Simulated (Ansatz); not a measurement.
Space group Fm-3m (No. 225). a = 4.485 Å, b = 4.485 Å, c = 4.485 Å, α = 90.00°, β = 90.00°, γ = 90.00°
| atom | site | symmetry | x | y | z |
| --- | --- | --- | --- | --- | --- |
| Nb | 4a | m-3m | 0.0000 | 0.0000 | 0.0000 |
| C | 4b | m-3m | 0.5000 | 0.0000 | 0.0000 |

Equation of state of this NbC structure (not necessarily the ground state), with shape and atoms relaxed at each volume where symmetry leaves them free. It has no gap at any of these volumes. Level of theory: DFT PBE, scalar-relativistic, plane waves, PAW in Ansatz.

Plane waves to 420 eV, a k mesh through Γ of 16×16×16 on the computed 2-atom cell and Gaussian smearing (0.10 eV); no spin polarisation.

```tsv
V (Å³/atom)	E − E(largest V) (meV/atom)	P (GPa)
9.924	99.96	50.16
10.263	11.02	34.52
10.601	-47.36	21.16
10.939	-79.64	9.75
11.278	-89.63	-0.01
11.616	-80.54	-8.35
11.954	-55.15	-15.48
12.406	0.00	-23.38
```

Q: Fit a third-order Birch–Murnaghan equation to E(V).

A: V0 = 11.28 Å³/atom, B0 = 300 GPa, B0' = 4.2.